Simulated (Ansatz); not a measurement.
**C: energies, forces and stress near the listed structure**

How do energy, forces, pressure and gap of C change under random distortions, further strains and shifts, swapped elements, distortions that keep the symmetry, other functionals? Each case is one self-consistent run.

Program: Ansatz 0.2.0. Level of theory: DFT PBEsol, scalar-relativistic, plane waves, PAW. These are calculated values, not measurements.

2 further runs of the same task are left out: 1 for a broken database entry, 1 set aside as unsound or not needed.

**1. The system as given**

The structure is orthorhombic, space group Fmmm (No. 69). Conventional cell: a = 2.456 Å, b = 4.254 Å, c = 6.696 Å, α = 90.00°, β = 90.00°, γ = 90.00°. C (site symmetry m2m) has 3 C at 1.42 Å as nearest neighbours.

Structure file:

```
CELL_PARAMETERS angstrom
0.00000 2.12700 3.34800
1.22800 0.00000 3.34800
1.22800 2.12700 0.00000
ATOMIC_POSITIONS crystal
C 0.16667 0.83333 0.16667
C 0.83333 0.16667 0.83333
```

The structure comes from the Crystallography Open Database.

**2. A distortion that keeps the symmetry**

The change: strain xx, yy, zz, yz, xz, xy = +3.9, -0.4, +7.4, +0.0, +0.0, +0.0 %; atoms moved by 0.10 Å root mean square, at most 0.10 Å.

Contents of input.yaml:

```yaml
crystal:
  lattice:
    - [0.0, 2.11953423, 3.59444628]
    - [1.27634636, 0.0, 3.59444628]
    - [1.27634636, 2.11953423, 0.0]
  atoms:
    - { symbol: C, position: [0.1431627127, 0.8568372873, 0.1431627127] }
    - { symbol: C, position: [0.8568372873, 0.1431627127, 0.8568372873] }
basis:
  ecutwfc: 420
kpoints:
  mp_grid: { grid: [14, 14, 14] }
hamiltonian:
  xc: pbesol
scf:
  occupations: { method: gaussian, width: 0.02 }
output:
  forces: true
  stress: true
  eigenvalues: true
```

**3. A distortion that keeps the symmetry**

Contents of input.yaml:

```yaml
crystal:
  lattice:
    - [0.0, 2.00805816, 3.38395752]
    - [1.17569948, 0.0, 3.38395752]
    - [1.17569948, 2.00805816, 0.0]
  atoms:
    - { symbol: C, position: [0.2254382181, 0.7745617819, 0.2254382181] }
    - { symbol: C, position: [0.7745617819, 0.2254382181, 0.7745617819] }
basis:
  ecutwfc: 420
kpoints:
  mp_grid: { grid: [14, 14, 14] }
hamiltonian:
  xc: pbesol
scf:
  occupations: { method: gaussian, width: 0.02 }
output:
  forces: true
  stress: true
  eigenvalues: true
```

**4. Random moves and strain, cell strained**

Contents of input.yaml:

```yaml
crystal:
  lattice:
    - [0.01320042, 2.0229036, 3.23790756]
    - [1.20918308, -0.03880952, 3.26740516]
    - [1.1775203, 2.05105408, -0.0130424]
  atoms:
    - { symbol: C, position: [0.1499429462, 0.8230468985, 0.1989400722] }
    - { symbol: C, position: [0.8500570538, 0.1769531015, 0.8010599278] }
basis:
  ecutwfc: 420
kpoints:
  mp_grid: { grid: [14, 14, 14] }
hamiltonian:
  xc: pbesol
scf:
  occupations: { method: gaussian, width: 0.02 }
output:
  forces: true
  stress: true
  eigenvalues: true
  populations: true
```

**5. Functional and cell changed: PBE**

Contents of input.yaml:

```yaml
crystal:
  lattice:
    - [0.0, 2.13308322, 3.35757528]
    - [1.23151208, 0.0, 3.35757528]
    - [1.23151208, 2.13308322, 0.0]
  atoms:
    - { symbol: C, position: [0.16667, 0.83333, 0.16667] }
    - { symbol: C, position: [0.83333, 0.16667, 0.83333] }
basis:
  ecutwfc: 420
kpoints:
  mp_grid: { grid: [14, 14, 14] }
hamiltonian:
  xc: pbe
scf:
  occupations: { method: gaussian, width: 0.02 }
output:
  forces: true
  stress: true
  eigenvalues: true
```

**6. Substitution of an element, cell strained: C → Sn, first probe**

Contents of input.yaml:

```yaml
crystal:
  lattice:
    - [0.0, 3.0306577971, 5.2011840789]
    - [1.7347309038, 0.0, 5.2011840789]
    - [1.7347309038, 3.0306577971, 0.0]
  atoms:
    - { symbol: Sn, position: [0.1431627127, 0.8568372873, 0.1431627127] }
    - { symbol: Sn, position: [0.8568372873, 0.1431627127, 0.8568372873] }
basis:
  ecutwfc: 420
kpoints:
  mp_grid: { grid: [6, 6, 6] }
hamiltonian:
  xc: pbesol
scf:
  occupations: { method: gaussian, width: 0.1 }
output:
  forces: true
  stress: true
  eigenvalues: true
```

**7. Substitution of an element, cell strained: C → Sn**

Changes to input.yaml since step 6:

```diff
@@ -11,3 +11,3 @@
 kpoints:
-  mp_grid: { grid: [6, 6, 6] }
+  mp_grid: { grid: [14, 14, 14] }
 hamiltonian:
```

**8. A distortion that keeps the symmetry**

Contents of input.yaml:

```yaml
crystal:
  lattice:
    - [0.0, 2.21480256, 3.23376624]
    - [1.22393532, 0.0, 3.23376624]
    - [1.22393532, 2.21480256, 0.0]
  atoms:
    - { symbol: C, position: [0.1596178138, 0.8403821862, 0.1596178138] }
    - { symbol: C, position: [0.8403821862, 0.1596178138, 0.8403821862] }
basis:
  ecutwfc: 420
kpoints:
  mp_grid: { grid: [14, 14, 14] }
hamiltonian:
  xc: pbesol
scf:
  occupations: { method: gaussian, width: 0.02 }
output:
  forces: true
  stress: true
  eigenvalues: true
```

**9. A distortion that keeps the symmetry**

Contents of input.yaml:

```yaml
crystal:
  lattice:
    - [0.0, 2.30915628, 3.59434584]
    - [1.21524108, 0.0, 3.59434584]
    - [1.21524108, 2.30915628, 0.0]
  atoms:
    - { symbol: C, position: [0.1431627127, 0.8568372873, 0.1431627127] }
    - { symbol: C, position: [0.8568372873, 0.1431627127, 0.8568372873] }
basis:
  ecutwfc: 420
kpoints:
  mp_grid: { grid: [14, 14, 14] }
hamiltonian:
  xc: pbesol
scf:
  occupations: { method: gaussian, width: 0.02 }
output:
  forces: true
  stress: true
  eigenvalues: true
```

**10. A distortion that keeps the symmetry**

Contents of input.yaml:

```yaml
crystal:
  lattice:
    - [0.0, 2.01905475, 3.28967784]
    - [1.29665748, 0.0, 3.28967784]
    - [1.29665748, 2.01905475, 0.0]
  atoms:
    - { symbol: C, position: [0.2254382181, 0.7745617819, 0.2254382181] }
    - { symbol: C, position: [0.7745617819, 0.2254382181, 0.7745617819] }
basis:
  ecutwfc: 420
kpoints:
  mp_grid: { grid: [14, 14, 14] }
hamiltonian:
  xc: pbesol
scf:
  occupations: { method: gaussian, width: 0.02 }
output:
  forces: true
  stress: true
  eigenvalues: true
```

Before running it: what results should come out? Wanted: for each run, case; energy; pressure; largest force.

**Answer**, as computed:

```
step                                               case  energy (meV/atom)  pressure (GPa)  largest force (eV/Å)  gap on the mesh (eV)
   2               a distortion that keeps the symmetry               +0.0            14.2                 13.94                  0.00
   3               a distortion that keeps the symmetry            +1511.7           114.8                  8.49                  0.00
   4             random moves and strain, cell strained             -346.9            37.2                  6.55                  0.37
   5                   functional and cell changed: PBE                n/a             2.1                  0.03                  0.36
   7  substitution of an element, cell strained: C → Sn                n/a           162.0                 42.71                  0.00
   8               a distortion that keeps the symmetry             -602.8           -13.0                  2.70                  0.00
   9               a distortion that keeps the symmetry              -68.1           -15.5                  8.32                  0.00
  10               a distortion that keeps the symmetry             +880.1            21.9                  6.61                  0.00
```

Energies are counted from step 2, with the smearing taken to zero. Other atoms or functionals have another zero of energy (n/a). A gap of 0.00 means none on the mesh at this level.

In words: Among the distorted cells of the listed formula and level the largest force, 13.94 eV/Å, comes in step 2, shared by 2 atoms. Among the distorted cells of the listed formula and level the gap runs from none (metal) to 0.37 eV. Where forces pass 15 eV/Å atoms stand far too close, the PAW spheres overlap strongly and those numbers are rough.

The gaps are Kohn-Sham values of a semilocal functional, not quasiparticle or optical gaps. Such gaps usually fall short of the measured ones.
